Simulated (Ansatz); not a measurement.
Crystal: I.

```
CELL_PARAMETERS angstrom
2.53835 -3.70662 0.00000
2.53835 3.70662 0.00000
-1.62087 0.00000 2.38110
ATOMIC_POSITIONS crystal
I 0.50000 0.50000 0.50000
```

Base run:

```yaml
Program: Ansatz 0.2.0
Functional: RPBE
Potentials_or_basis: all-electron LAPW, scalar-relativistic
Cutoff: 224 eV (chosen from the basis error)
Basis_error_allowed: 0.001 eV/atom
k_mesh: 7 × 7 × 11
Occupations: gaussian, width 0.02 eV
Spin: no spin polarisation
```

Its results: band gap on the k mesh none (metal or under the smearing width); pressure 2.4 GPa.

Q: The run is repeated on the same cell with these changes: functional from RPBE to PBE; occupations from gaussian, width 0.02 eV to gaussian, width 0.01 eV. What comes out?

A: Band gap on the k mesh none (metal or under the smearing width); pressure 1.1 GPa.

Caveats: an odd number of electrons without spin polarisation forces a metal; a magnetic or distorted state may lie lower.
